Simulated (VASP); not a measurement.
KI:

```
K I
1.0
     0.00000    3.53277    3.53277
     3.53277    0.00000    3.53277
     3.53277    3.53277    0.00000
K I
1 1
Direct
  0.00000 0.00000 0.00000
  0.50000 0.50000 0.50000
```

* Program: VASP 6.6.1
* Task: relaxation of cell and atoms
* Functional: RPBE
* Potentials or basis: VASP PAW PBE potentials, release 64 (K_sv, I)
* Cutoff: 600 eV
* k mesh: 8 × 8 × 8
* Occupations: gaussian, width 0.03 eV
* Spin: no spin polarisation

At the start: pressure 1.8 GPa; volume 44.09 Å³/atom.

Problem. How do energy, volume and symmetry change on relaxing?

Solution. Over 4 steps the energy falls by 34.6 meV/atom and the volume is 51.19 Å³/atom (+16.1 %); space group Fm-3m (No. 225, to 0.05 Å).

The path:
```
step  energy change (eV)  largest force (eV/Å)  pressure (GPa)  volume (Å³)
   1              0.0000                0.0000            1.78        88.18
   2             -0.0504                0.0000            0.81        94.56
   3             -0.0685                0.0000            0.13       101.01
   4             -0.0691                0.0000            0.01       102.39
```

Final structure:
```cif
data_structure
_symmetry_space_group_name_H-M 'P 1'
_symmetry_Int_Tables_number 1
_cell_length_a 5.2511
_cell_length_b 5.2511
_cell_length_c 5.2511
_cell_angle_alpha 60.000
_cell_angle_beta 60.000
_cell_angle_gamma 60.000
_cell_volume 102.39
loop_
_atom_site_label
_atom_site_type_symbol
_atom_site_fract_x
_atom_site_fract_y
_atom_site_fract_z
_atom_site_occupancy
K1 K 0.00000 0.00000 0.00000 1
I1 I 0.50000 0.50000 0.50000 1
```

Caveat: the volume moved by over 15 % at a fixed basis, so the end points are rough; the PAW data sets were made with another functional, which shifts forces and pressure a little; the volume moved by +16 % from the deposited cell, more than functionals usually miss.
